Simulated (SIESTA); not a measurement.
**YN: single point with PBE**

YN:

```
CELL_PARAMETERS angstrom
0.00000 2.43850 2.43850
2.43850 0.00000 2.43850
2.43850 2.43850 0.00000
ATOMIC_POSITIONS crystal
Y 0.00000 0.00000 0.00000
N 0.50000 0.50000 0.50000
```

```json
{
 "Program": "SIESTA 5.4.2",
 "Task": "single point",
 "Functional": "PBE",
 "Potentials or basis": "PseudoDojo 0.4 standard (PBE files)",
 "Basis": "DZP (energy shift 0.003 Ry; two zetas on semicore shells)",
 "Grid cutoff": "800 Ry",
 "Energy shift": "0.003 Ry",
 "k mesh": "9 × 9 × 9",
 "Occupations": "fermi-dirac, width 0.05 eV",
 "Spin": "no spin polarisation"
}
```

```json
{
  "Pressure": "4.6 GPa",
  "Band gap on the k mesh": "0.12 eV, indirect (least direct gap 0.55 eV)"
}
```

Levels at points of the mesh, in eV from the valence-band top:
```
           k point  band 4  band 5  band 6  band 7  band 8  band 9  band 10  band 11  band 12  band 13
(0.00, 0.00, 0.00)  -20.54  -12.99    0.00    0.00    0.00    3.05     3.05     3.05     4.19     5.04
```

It took 72 s on 1 thread of Arm Neoverse V1 (shared host), peak memory 0.29 GiB.

Caveat: an odd mesh through Γ misses points on the zone boundary, where band edges often lie; the basis of atomic orbitals isn't converged, which shifts pressures, moduli and gaps.
